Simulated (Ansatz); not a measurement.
Ge: moving Ge off its site

Ge, Ia-3, a = 6.939 Å. This isn't the element's structure at ambient conditions. Ansatz: PBEsol, PAW, 420 eV, Γ-centred 8×8×8 mesh on 8 atoms, Gaussian smearing 0.15 eV; no spin polarisation.

```
CELL_PARAMETERS angstrom
-3.46966 3.46966 3.46966
3.46966 -3.46966 3.46966
3.46966 3.46966 -3.46966
ATOMIC_POSITIONS crystal
Ge 0.50000 0.00000 0.79584
Ge 0.79584 0.50000 0.00000
Ge 0.00000 0.79584 0.50000
Ge 0.70416 0.70416 0.70416
Ge 0.50000 0.00000 0.20416
Ge 0.20416 0.50000 0.00000
Ge 0.00000 0.20416 0.50000
Ge 0.29584 0.29584 0.29584
```

Atom 1 (Ge) moves by x along the unit vector (0.577, 0.577, -0.577), with its periodic images; all else is held. y is the free energy of the cell over the start, F the force along the path summed over the moved atoms.

```
 x (Å) y (meV) F (eV/Å)
-0.200        ?         ?
-0.160     67.8      0.71
-0.120     41.3      0.61
-0.040      5.3      0.26
 0.000      0.0      0.00
 0.080     26.6     -0.70
 0.120     63.4     -1.15
 0.160    119.8     -1.68
 0.200    199.1     -2.30
```

Problem. Fit y = c2 x² + c3 x³ + c4 x⁴ to the energies of the other rows, give the force constant, and predict energy and force of the missing row.

Solution. Least squares on the rows shown. y = 3598.2 x² + 6364.3 x³ + 2640.5 x⁴. The force constant is 2 c2 = 7.20 eV/Å² (for all images moving together, not for a lone atom). The force −dy/dx at the missing row is 0.76 eV/Å (computed 0.77). At x = -0.200 the fit asked for gives 97.2 meV. The run gave 97.5 meV, so the fit is 0.3 meV too low, a small miss on the scale of the series.